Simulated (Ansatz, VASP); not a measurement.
## Two plane-wave programs on Li2Se

```
Se Li
1.0
     0.00000    3.06139    3.06139
     3.06139    0.00000    3.06139
     3.06139    3.06139    0.00000
Se Li
1 2
Direct
  0.00000 0.00000 0.00000
  0.75000 0.75000 0.75000
  0.25000 0.25000 0.25000
```

Change from the starting cell: volume scaled by 1.06.

Alike in both runs: task single point; functional PBE; k mesh 8 × 8 × 8; occupations fermi-dirac, width 0.05 eV; no spin polarisation.

```csv
,VASP,Ansatz
version,VASP 6.6.1,Ansatz 0.2.0
potentials or method,"VASP PAW PBE potentials, release 64 (Se, Li_sv)",Ansatz PAW
plane-wave cutoff (eV),520,420
valence electrons in the cell,12,22
```

```csv
,VASP,Ansatz,Ansatz less VASP
gap on the k mesh at the Fermi level (eV),3.01,3.02,+0.007
least direct gap on the mesh (eV),3.15,3.14,-0.009
```

With one functional, cell and mesh, what is left measures potentials, basis and numerics. The two sets of potentials don't hold the same shells in valence.

 A k mesh can miss the band edges.
